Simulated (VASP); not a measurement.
**Ru: relaxation of cell and atoms with PBE**

Ru:

```
Ru
1.0
     2.71875    0.00000    0.00000
    -1.35937    2.35451    0.00000
     0.00000    0.00000    4.30022
Ru
2
Direct
  0.33333 0.66667 0.25000
  0.66667 0.33333 0.75000
```

```json
{
 "Program": "VASP 6.6.1",
 "Task": "relaxation of cell and atoms",
 "Functional": "PBE",
 "Potentials or basis": "VASP PAW PBE potentials, release 64 (Ru_pv)",
 "Cutoff": "520 eV",
 "k mesh": "18 × 18 × 10",
 "Occupations": "gaussian, width 0.1 eV",
 "Spin": "no spin polarisation",
 "Further INCAR settings": "ALGO = Normal; EDIFF = 1e-07; IBRION = 2; EDIFFG = -0.15; NSW = 80; ISIF = 3"
}
```

The pressure after relaxing is -0.1 GPa and the band gap on the k mesh is none (metal or under the smearing width).

Stress tensor (GPa, compression positive):
```
 0.10  0.00  0.00
 0.00  0.10  0.00
 0.00  0.00 -0.42
```

Final structure:
```
Ru
1.0
     2.71875    0.00000    0.00000
    -1.35937    2.35451    0.00000
     0.00000    0.00000    4.30022
Ru
2
Direct
  0.33333 0.66667 0.25000
  0.66667 0.33333 0.75000
```

Levels at points of the mesh, in eV from the Fermi level:
```tsv
k point	band 12	band 13	band 14	band 15	band 16	band 17
(0.00, 0.00, 0.00)	-1.87	-1.87	-1.36	-1.36	1.16	1.16
(0.50, 0.00, 0.00)	-1.76	-1.48	1.40	1.81	1.88	4.00
(0.00, 0.00, 0.50)	-2.70	-2.66	-2.66	0.54	0.54	0.54
(0.50, 0.00, 0.50)	-1.03	0.45	0.45	1.65	1.65	3.35
```

Wall time 39 s on 1 thread of Intel(R) Xeon(R) Platinum 8488C (Sapphire Rapids) (shared host), peak memory 0.2 GiB.

Caveat: the relaxation stopped at its first step, so nothing moved.
